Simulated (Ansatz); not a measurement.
The system is Fe.

```
Fe
1.0
     0.00000    1.94174    1.96511
     1.49844    0.00000    1.96511
     1.49844    1.94174    0.00000
Fe
1
Cartesian
  0.0000 0.0000 0.0000
```

```yaml
Program: Ansatz 0.2.0
Task: relaxation of cell and atoms
Functional: PBE
Dispersion: D3(BJ)
Potentials_or_basis: Ansatz PAW
Cutoff: "420 eV (not typed: the program's choice for these potentials)"
k_mesh: 13 × 13 × 13
Occupations: fermi-dirac, width 0.05 eV
Spin: collinear spin, ferromagnetic start
Starting_moments: "[3.0] μB"
```

At the start: volume 11.44 Å³/atom.

Question: Where does the relaxation end?

Answer: It ends after 8 steps and the volume is 11.02 Å³/atom (-3.6 %); space group Im-3m (No. 229, to 0.05 Å); moment 2.08 μB per cell.

The path:
| step | energy change (eV) | largest force (eV/Å) | volume (Å³) |
| --- | --- | --- | --- |
| 1 | 0.0000 | 0.0000 | 11.44 |
| 2 | -0.0185 | 0.0000 | 11.22 |
| 3 | -0.0274 | 0.0000 | 10.93 |
| 4 | -0.0285 | 0.0000 | 11.03 |
| 5 | -0.0285 | 0.0000 | 11.02 |
| 6 | -0.0282 | 0.0000 | 11.02 |
| 7 | -0.0282 | 0.0000 | 11.02 |
| 8 | -0.0282 | 0.0000 | 11.02 |

Final structure:
```xyz
1
Lattice="0.0000 1.9825 1.9825 1.4019 0.0000 1.9825 1.4019 1.9825 0.0000" Properties=species:S:1:pos:R:3 pbc="T T T"
Fe    0.0000    0.0000    0.0000
```

Caveat: the plane-wave basis is chosen anew once the cell has moved, so the energies of steps on either side of that aren't comparable; pairwise dispersion overbinds metals, which lowers pressure and volume.
